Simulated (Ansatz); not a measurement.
PbS: what changed settings do

The reference input for Ansatz (plane-wave DFT with PAW):

```yaml
crystal:
  lattice:
    - [4.0896976867, 0.0, 0.0]
    - [-2.0448488433, 3.5417820905, 0.0]
    - [0.0, 0.0, 3.788167]
  atoms:
    - { symbol: Pb, position: [0.0, 0.0, 0.0] }
    - { symbol: S, position: [0.66666667, 0.33333333, 0.5] }
basis:
  ecutwfc: 420
kpoints:
  mp_grid: { grid: [6, 6, 4] }
hamiltonian:
  xc: pbe
scf:
  occupations: { method: gaussian, width: 0.1 }
output:
  forces: true
  stress: true
  eigenvalues: true
```

Command:

```bash
ansatz run input.yaml --threads 1 --pin off --max-ram 1331MiB --backend cpu --events-out ev --progress --plain --runs-dir out
```

The run converges in 6 SCF iterations on 21 irreducible k-points: pressure -0.39 GPa, no gap.

The inputs are trials, many of them unsound on purpose. Their numbers show the effect of the settings and aren't properties of the material. Each trial's input is given as a difference from the reference's; energies are extrapolated to zero smearing where there is one, and pressure is positive in compression. Charged cells sit in a uniform background, and their pressures hang on that convention.

Problem. Trial 1:

```diff
 basis:
-  ecutwfc: 420
+  ecutwfc: "31 Ry"
 kpoints:
-  mp_grid: { grid: [6, 6, 4] }
+  mp_grid: { kspacing: 0.69 }
 hamiltonian:
-  xc: pbe
+  xc: wpbeh
 output:
+  dos: {}
```

What happens?

Solution. The run converges in 12 SCF iterations on 6 irreducible k-points: pressure -1.32 GPa, gap on the sampled k-points 1.04 eV (the reference is a metal, so it comes from the sampling or the changed settings). It warns that the threshold of exact exchange is loose for the stress; that the SCF threshold is loose for the stress.

Problem. Trial 2:

```diff
 hamiltonian:
-  xc: pbe
+  xc: pw91
 scf:
-  occupations: { method: gaussian, width: 0.1 }
+  occupations: { method: fixed }
+  max_iter: 30
+  convergence: { dr2_threshold: "1e-7 eV" }
```

How does this run end?

Solution. The program refuses the input:

```text
Error: YAML parse error: error: line 14 column 7: hamiltonian.xc: unknown variant `pw91`, expected one of `lda`, `lda-pw`, `pw92`, `pbe`, `pbesol`, `rpbe`, `revpbe`, `blyp`, `pbe0`, `revpbe0`, `b3lyp`, `b3lyp5`, `hse06`, `wpbeh`, `hiss`, `lc_wpbe`, `cam_b3lyp`, `hf`, `r2scan` …
```

Next try, with these keys changed back:

```diff
 hamiltonian:
-  xc: pw91
+  xc: pbe
```

The run converges in 6 SCF iterations on 21 irreducible k-points: energy 6.05 meV per atom above the reference, pressure 0.03 GPa, no gap. It warns that bands overlap at the filling; that the bands looked metallic on the way; that the SCF threshold is loose for the stress.

Problem. Trial 3 (origin moved):

```diff
 crystal:
   atoms:
-    - { symbol: Pb, position: [0.0, 0.0, 0.0] }
-    - { symbol: S, position: [0.66666667, 0.33333333, 0.5] }
+    - { symbol: Pb, position: [0.813, 0.39, 0.188] }
+    - { symbol: S, position: [1.4796666667, 0.7233333333, 0.688] }
 basis:
-  ecutwfc: 420
+  ecutwfc: "41 Ry"
 scf:
-  occupations: { method: gaussian, width: 0.1 }
+  occupations: { method: methfessel_paxton, width: "0.005 Ry" }
+  mixing: { preconditioner: none, globalisation: backtrack }
+  initial_density: { chi_scale: 0, normalization: atom }
+  convergence: { dr2_threshold: "1e-4 eV" }
+  max_iter: 76
```

What happens?

Solution. The run converges in 6 SCF iterations on 21 irreducible k-points: energy 0.43 meV per atom below the reference, pressure -0.39 GPa, no gap. It warns that the SCF threshold is loose for the forces; that the SCF threshold is loose for the stress.

Problem. Trial 4:

```diff
 crystal:
   atoms:
-    - { symbol: Pb, position: [0.0, 0.0, 0.0] }
-    - { symbol: S, position: [0.66666667, 0.33333333, 0.5] }
+    - { symbol: Pb, position: [-0.0936579173, -0.0466198013, -0.0550047653] }
+    - { symbol: S, position: [0.6718598889, 0.2711846222, 0.5488652925] }
 scf:
+  n_extra_bands: -2
+  max_iter: 83
+magnetization:
+  magnetic_field: [0, 0, 5]
```

What does the program give?

Solution. The program refuses the input:

```text
Error: YAML parse error: error: line 17 column 18: invalid u64
```

Next try, with these keys changed back:

```diff
 scf:
-  n_extra_bands: -2
```

The program refuses the input:

```text
Error: inconsistent input (magnetization.spin_polarized): false but per-atom `spin:`, `per_species`, `initial_magnetization`, `magnetic_field`, or `spin_locking` is set
```

Next try, with these keys changed back:

```diff
-magnetization:
-  magnetic_field: [0, 0, 5]
```

The run converges in 7 SCF iterations on 76 irreducible k-points: energy 149 meV per atom above the reference, pressure 5.80 GPa, largest force 1.739 eV/Å, gap on the sampled k-points 0.30 eV (the reference is a metal, so it comes from the sampling or the changed settings).

Problem. Trial 5:

```diff
 basis:
-  ecutwfc: 420
+  ecutwfc: "18 Ry"
+  ecutrho_ratio: 10
 scf:
-  occupations: { method: gaussian, width: 0.1 }
+  occupations: { method: methfessel_paxton, width: 0.071 }
+  convergence: { dr2_threshold: "1e-5 eV" }
```

What does the program give?

Solution. The run converges in 5 SCF iterations on 21 irreducible k-points: energy 409 meV per atom above the reference, pressure -0.57 GPa (unreliable at so low a cutoff), no gap. It warns that the cutoff lies under the recommended one, 420 eV for these potentials; that the SCF threshold is loose for the forces; that the SCF threshold is loose for the stress.

Problem. Trial 6:

```diff
 basis:
-  ecutwfc: 420
+  ecutwfc: 150
 hamiltonian:
+  dispersion: d3bj
 scf:
+  max_iter: 40
 output:
+  populations: true
```

How does this run end?

Solution. The run converges in 7 SCF iterations on 21 irreducible k-points: pressure -3.17 GPa (unreliable at so low a cutoff), gap on the sampled k-points 0.24 eV (the reference is a metal, so it comes from the sampling or the changed settings). It warns that the cutoff lies under the recommended one, 420 eV for these potentials.

Problem. Trial 7:

```diff
 crystal:
   atoms:
-    - { symbol: Pb, position: [0.0, 0.0, 0.0] }
+    - { symbol: Pb, position: [0.0, 0.0, 0.0], spin: 0.5 }
 kpoints:
-  mp_grid: { grid: [6, 6, 4] }
+  mp_grid: { grid: [5, 1, 3] }
 hamiltonian:
-  xc: pbe
+  xc: revpbe
+  hubbard: { sites: [{ species: S, l: p, u_eff: 2.4 }] }
 scf:
+  lower_state_search: standard
+  max_iter: 80
+  convergence: { dr2_threshold: "1e-8 eV" }
 output:
+  populations: true
+magnetization:
+  spin_polarized: true
+  magnetic_field: 1
```

What happens?

Solution. The run converges in 13 SCF iterations on 6 irreducible k-points: pressure 6.08 GPa, largest force 0.496 eV/Å, gap on the sampled k-points 2.61 eV (the reference is a metal, so it comes from the sampling or the changed settings), cell moment 0.00 μB (in the typed magnetic field). It warns that the starting moments were lost; that the SCF threshold is loose for the stress; that the mesh lowers the symmetry. Under a U the state reached may not be the lowest. Forces of revPBE on these PAW sets can be off by 10 %.

Problem. Trial 8:

```diff
 scf:
-  occupations: { method: gaussian, width: 0.1 }
+  occupations: { method: tetrahedron }
+  mixing: { algorithm: broyden, ndim: 4, preconditioner: kerker }
+  initial_density: { chi_scale: 0, normalization: atom }
+  max_iter: 70
 output:
+  dos: { method: smearing }
```

What does the program give?

Solution. The run converges in 11 SCF iterations on 21 irreducible k-points: energy 4.22 meV per atom above the reference, pressure 0.00 GPa, no gap. It warns that the printed bands weren't solved further after the SCF; that forces and stress under tetrahedra may miss the energy's slope.

Problem. Trial 9:

```diff
+total_charge: -0.5
 kpoints:
-  mp_grid: { grid: [6, 6, 4] }
+  mp_grid: { grid: [3, 3, 1] }
```

What happens?

Solution. The run converges in 7 SCF iterations on 3 irreducible k-points: pressure 7.71 GPa (with the neutralising background of the charged cell), no gap.

Problem. Trial 10:

```diff
+relax:
+  adjacent_minimum: "off"
+  f_tol: 0.1
+  max_steps: 5
+  cell: { fix: [volume] }
```

What does the program give?

Solution. The relaxation ends after 4 steps and 26 SCF iterations, 0.88 meV per atom in free energy under its start, at 27.44 Å³/atom: energy 0.84 meV per atom below the reference, pressure -0.58 GPa, no gap.

Problem. Trial 11:

```diff
 hamiltonian:
+  dispersion: d3bj
 scf:
-  occupations: { method: gaussian, width: 0.1 }
+  occupations: { method: fermi_dirac }
```

What does the program give?

Solution. The run converges in 6 SCF iterations on 21 irreducible k-points: pressure -2.34 GPa, no gap.

Problem. Trial 12:

```diff
 basis:
+  ecutrho_ratio: 5
 hamiltonian:
-  xc: pbe
+  xc: pbesol
+  hubbard: { sites: [{ species: S, l: p, u_eff: 3.5 }] }
 scf:
-  occupations: { method: gaussian, width: 0.1 }
+  occupations: { method: fermi_dirac, width: "1000 K" }
```

How does this run end?

Solution. The run converges in 7 SCF iterations on 21 irreducible k-points: pressure -2.43 GPa, no gap. It warns that the count of filled bands differs between k-points.